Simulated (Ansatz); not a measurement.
## Electric field gradients in Os

These are results of DFT PBE, scalar-relativistic, plane waves, PAW in Ansatz 0.2.0, not measurements. Settings: 420 eV plane-wave cutoff, Γ-centred 18×18×10 mesh, Fermi-Dirac smearing of 0.15 eV. No spin polarisation.

The cell, relaxed at this level:
```
Os
1.0
     2.75451    0.00000    0.00000
    -1.37725    2.38547    0.00000
     0.00000    0.00000    4.34942
Os
2
Direct
  0.33333 0.66667 0.25000
  0.66667 0.33333 0.75000
```

In a metal these results depend on the k mesh and the smearing. Spin–orbit coupling is left out, which matters for gradients at heavy nuclei.

Task: Give V_zz (10²¹ V/m²) and the asymmetry η at each distinct site.

Result:
```csv
atom,V_zz,η
Os (atom 1),-5.77,0.00
```

Cost: 1 run of about 0.11 core-minutes, on Intel Xeon Platinum 8375C (Ice Lake) (shared hosts).